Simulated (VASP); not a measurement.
P:

```xyz
2
Lattice="1.7257 0.9963 3.1297 -1.7257 0.9963 3.1297 0.0000 -1.9927 3.1297" Properties=species:S:1:pos:R:3 pbc="T T T"
P     0.0000    0.0000    2.1321
P     0.0000    0.0000    7.2570
```

This isn't the form of P at room conditions, which is orthorhombic.

* Program: VASP 6.6.1
* Task: relaxation of cell and atoms
* Functional: PBEsol
* Dispersion: D3(BJ)
* Potentials or basis: VASP PAW PBE potentials, release 64 (P)
* Cutoff: 520 eV
* k mesh: 12 × 12 × 12
* Occupations: gaussian, width 0.02 eV
* Spin: no spin polarisation

At the start: pressure -2.3 GPa; volume 16.14 Å³/atom.

Task: How do energy, volume and symmetry change on relaxing?

Result: Over 30 steps the energy falls by 30.0 meV/atom and the volume is 13.88 Å³/atom (-14.0 %); space group R-3m (No. 166, to 0.05 Å).

The path:
| step | energy change (eV) | largest force (eV/Å) | pressure (GPa) | volume (Å³) |
| --- | --- | --- | --- | --- |
| 1 | 0.0000 | 0.1484 | -2.32 | 32.29 |
| 2 | 0.0183 | 0.4089 | -2.92 | 31.21 |
| 3 | 0.0236 | 0.7296 | 6.72 | 28.11 |
| 4 | 0.0007 | 0.5400 | 1.59 | 29.71 |
| 5 | -0.0051 | 0.4785 | 1.76 | 29.42 |
| 6 | -0.0164 | 0.3866 | 3.63 | 28.56 |
| 7 | -0.0301 | 0.2269 | 2.17 | 28.72 |
| 8 | -0.0428 | 0.0004 | -0.06 | 29.00 |
| 9 | -0.0442 | 0.0989 | -1.12 | 29.12 |
| 10 | -0.0465 | 0.0321 | -1.16 | 29.01 |
| 11 | -0.0521 | 0.0920 | -0.42 | 28.68 |
| 12 | -0.0522 | 0.1156 | 0.01 | 28.56 |
| 13 | -0.0523 | 0.1004 | -0.16 | 28.61 |
| 14 | -0.0528 | 0.0724 | 0.02 | 28.52 |
| 15 | -0.0532 | 0.0730 | 0.04 | 28.44 |
| 16 | -0.0541 | 0.0626 | 0.22 | 28.27 |
| 17 | -0.0573 | 0.1247 | 0.29 | 27.93 |
| 18 | -0.0558 | 0.0109 | 2.18 | 27.26 |
| 19 | -0.0591 | 0.0947 | 0.77 | 27.68 |
| 20 | -0.0592 | 0.0658 | 1.02 | 27.60 |
| 21 | -0.0592 | 0.0751 | 0.92 | 27.63 |
| 22 | -0.0598 | 0.0185 | 0.50 | 27.66 |
| 23 | -0.0598 | 0.0106 | 0.42 | 27.66 |
| 24 | -0.0600 | 0.0069 | 0.17 | 27.72 |
| 25 | -0.0600 | 0.0035 | -0.10 | 27.78 |
| 26 | -0.0600 | 0.0041 | -0.05 | 27.77 |
| 27 | -0.0600 | 0.0041 | -0.05 | 27.77 |
| 28 | -0.0600 | 0.0036 | -0.01 | 27.76 |
| 29 | -0.0600 | 0.0032 | 0.01 | 27.76 |
| 30 | -0.0600 | 0.0018 | 0.01 | 27.76 |

Final structure:
```
CELL_PARAMETERS angstrom
1.69892 0.98087 2.77659
-1.69892 0.98087 2.77659
0.00000 -1.96174 2.77659
ATOMIC_POSITIONS crystal
P 0.24062 0.24062 0.24062
P 0.75938 0.75938 0.75938
```

Caveat: the PAW data sets were made with another functional, which shifts forces and pressure a little; pairwise dispersion overbinds metals, which lowers pressure and volume.
